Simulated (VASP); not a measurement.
InP under changes of volume

One of the cells (25.670 Å³/atom); the others are scaled copies at fixed shape and fractional positions:

```
In P
1.0
     0.00000    2.94991    2.94991
     2.94991    0.00000    2.94991
     2.94991    2.94991    0.00000
In P
1 1
Direct
  0.00000 0.00000 0.00000
  0.75000 0.75000 0.75000
```

| Property | Result |
| --- | --- |
| Program | VASP 6.6.1 |
| Functional | PBE |
| Potentials or basis | VASP PAW PBE potentials, release 64 (In_d, P) |
| Cutoff | 520 eV |
| k mesh | 8 × 8 × 8 |
| Occupations | fermi-dirac, width 0.05 eV |
| Spin | no spin polarisation |

```tsv
volume (Å³/atom)	energy over the lowest point (meV/atom)	pressure (GPa)	gap on the mesh (eV)
23.657	67.18	8.6	1.05
24.160	43.28	6.6	0.93
24.663	25.21	4.9	0.82
25.670	?	?	?
26.173	0.19	0.6	0.50
26.677	0.00	-0.5	0.39
```

Question: What does the run at 25.670 Å³/atom give?

Answer: Energy over the lowest point 4.15 meV/atom; pressure 1.9 GPa; gap on the mesh 0.60 eV.

Worked out: A Birch-Murnaghan fit of order 3 (a polynomial in V^(-2/3)) to the other rows has its minimum at 26.45 Å³/atom with B0 = V·E''(V) = 60 GPa and B' = 4.6. It gives 4.16 meV/atom at 25.670 Å³/atom, against the run's 4.15, and -dE/dV = 1.9 GPa, against 1.9. A straight line through the other rows of the gap, of slope -5.46 eV per unit of ln V (its deformation potential), gives 0.60 eV, against the run's 0.60.

Energies are extrapolated to zero smearing.

Caveats: spin-orbit coupling is left out, which moves the levels of the heavy elements.
